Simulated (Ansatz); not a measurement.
# TiO2: pressure up to the limit of the methods

How does TiO2 (fluorite type) answer strong compression? The runs shown use PAW. Its runs: cell relaxed at zero pressure (PAW); volume scaled by 1 (PAW); volume scaled by 0.94 (PAW); volume scaled by 0.88 (PAW); volume scaled by 0.8 (PAW); volume scaled by 0.72 (PAW); volume scaled by 0.62 (PAW and PAW (cutoff 250 eV)).

Computed with Ansatz 0.2.0 (DFT, PBE, PAW with Ansatz's default frozen-core files, scalar-relativistic, unless a step's input says otherwise).

### 1 The starting structure

It takes space group Fm-3m (No. 225, cubic). The conventional cell has a = 4.932 Å, b = 4.932 Å, c = 4.932 Å, α = 90.00°, β = 90.00°, γ = 90.00°. Ti (site symmetry m-3m) is surrounded by 8 O at 2.14 Å. O (site symmetry -43m) is surrounded by 4 Ti at 2.14 Å.

Structure file:

```cif
data_structure
_symmetry_space_group_name_H-M 'P 1'
_symmetry_Int_Tables_number 1
_cell_length_a 3.4878
_cell_length_b 3.4878
_cell_length_c 3.4878
_cell_angle_alpha 60.000
_cell_angle_beta 60.000
_cell_angle_gamma 60.000
_cell_volume 30.00
loop_
_atom_site_label
_atom_site_type_symbol
_atom_site_fract_x
_atom_site_fract_y
_atom_site_fract_z
_atom_site_occupancy
Ti1 Ti 0.00000 0.00000 0.00000 1
O1 O 0.25000 0.25000 0.25000 1
O2 O 0.75000 0.75000 0.75000 1
```

Whether this phase is the stable one at these pressures isn't tested.

Atoms are numbered in the order of the input: Ti1, O2, O3.

### 2 Cell relaxed at zero pressure, PAW

input.yaml reads:

```yaml
crystal:
  lattice:
    - [0.0, 2.4662120743, 2.4662120743]
    - [2.4662120743, 0.0, 2.4662120743]
    - [2.4662120743, 2.4662120743, 0.0]
  atoms:
    - { symbol: Ti, position: [0.0, 0.0, 0.0] }
    - { symbol: O, position: [0.25, 0.25, 0.25] }
    - { symbol: O, position: [0.75, 0.75, 0.75] }
kpoints:
  mp_grid: { grid: [12, 12, 12] }
scf:
  occupations: { method: fermi_dirac, width: 0.1 }
hamiltonian:
  xc: pbe
  pseudopotentials: { kind: paw }
output:
  forces: true
  stress: true
relax:
  f_tol: 0.005
  max_steps: 40
  cell: {}
```

On the command line:

```bash
$ ansatz run input.yaml --threads 1 --pin off --max-ram 3072MiB --backend cpu --events-out ev --progress --plain --runs-dir out
```

After this run come: Volume scaled by 1, PAW; Volume scaled by 0.94, PAW; Volume scaled by 0.88, PAW; Volume scaled by 0.8, PAW; Volume scaled by 0.72, PAW; Volume scaled by 0.62, PAW; Volume scaled by 0.62, PAW (cutoff 250 eV).

Before running it: what results should come out? Wanted: PAW pressure at 0.62 of the volume; fitted bulk modulus at zero pressure.

The runs gave:

| quantity | value |
| --- | --- |
| PAW pressure at 0.62 of the volume | 320.6 GPa |
| PAW (cutoff 250 eV) pressure at 0.62 of the volume | 326.3 GPa |
| fitted bulk modulus at zero pressure (PAW) | 253 GPa |
| its pressure derivative | 4.06 |

At 0.62 of the starting volume PAW gives 321 GPa. One third-order Birch-Murnaghan curve follows these points (B₀ = 253 GPa, B′ = 4.06, misfit at most 0.50 GPa). A fit over so wide a range leans to the high pressures, so B₀ can be off by several per cent. The gap goes from 1.12 to 1.20 eV. No all-electron run checks these rows here, and frozen cores can fail under such compression. The ions are at rest, and the electrons smeared by 0.1 eV.
